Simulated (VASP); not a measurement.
Here is a VASP 6.6.1 calculation.

File INCAR:

```
SYSTEM = HC16
ALGO = Normal
EDIFF = 1E-6
ENCUT = 520
GGA = PE
ISIF = 2
ISMEAR = -1
LASPH = .TRUE.
LCHARG = .FALSE.
LREAL = Auto
LWAVE = .FALSE.
NBANDS = 46
NELECT = 64.0
NELM = 100
PREC = Accurate
SIGMA = 0.02
```

The input KPOINTS:

```
k-points
0
G
  2 2 2
  0 0 0
```

Contents of POSCAR:

```
HC16
1.0
    0.0000000000      3.5700000000      3.5700000000
    3.5700000000      0.0000000000      3.5700000000
    3.5700000000      3.5700000000      0.0000000000
C H
16 1
Direct
    0.0884453782     -0.0103781513     -0.0551960784
    0.2113865546      0.1042436975      0.0770728291
    0.0887254902     -0.0091456583      0.4468207283
    0.2183753501      0.1241456583      0.5709523810
    0.0596638655      0.4900560224     -0.0358823529
    0.1964985994      0.6228851541      0.0863025210
    0.0596358543      0.4863865546      0.4623249300
    0.1704621849      0.6141316527      0.6078291317
    0.5648039216      0.0076890756     -0.0385574230
    0.7091316527      0.1257422969      0.0784593838
    0.5985574230      0.0122268908      0.4445238095
    0.7149859944      0.1374509804      0.5762184874
    0.5567226891      0.5025770308     -0.0016526611
    0.6861344538      0.6175910364      0.1147899160
    0.5556862745      0.4980112045      0.4859943978
    0.7020728291      0.6333893557      0.5592436975
    0.5965126050      0.7784173669      0.7774929972
```

Potentials or basis: VASP PAW PBE potentials, release 64 (C, H).

Run with:

```bash
$ cat potpaw_PBE.64/C/POTCAR potpaw_PBE.64/H/POTCAR > POTCAR
$ mpirun -np 1 vasp_std > vasp.out
```

Problem. Estimate the largest force.

Solution. 3.416 eV/Å.

Problem. Predict the band gap on the k mesh.

Solution. 1.93 eV, direct.

Forces on the atoms (eV/Å):
```
C    1.373 -0.308 -0.225
C    2.961 -1.699  0.132
C    1.696  0.969 -0.576
C   -1.016 -0.638 -2.132
C    1.153  2.266  0.247
C   -0.551 -0.733 -1.943
C    0.861  1.283  3.010
C   -1.702 -0.692  2.802
C   -1.209  2.710  1.413
C   -0.056 -0.661  0.576
C   -0.319 -2.634 -1.349
C   -0.575  0.700 -2.108
C   -2.710 -0.862 -0.529
C    0.110 -0.324  1.560
C   -0.578 -1.607  0.186
C    2.395  1.749 -0.004
H   -1.833  0.483 -1.061
```

Caveat: the k mesh is coarse (spacing up to 0.76 Å⁻¹), so the values aren't converged; the cell carries a net charge on a neutralising background, which shifts energy and pressure; the cell is charged against a uniform background, so pressure and absolute levels hang on convention.
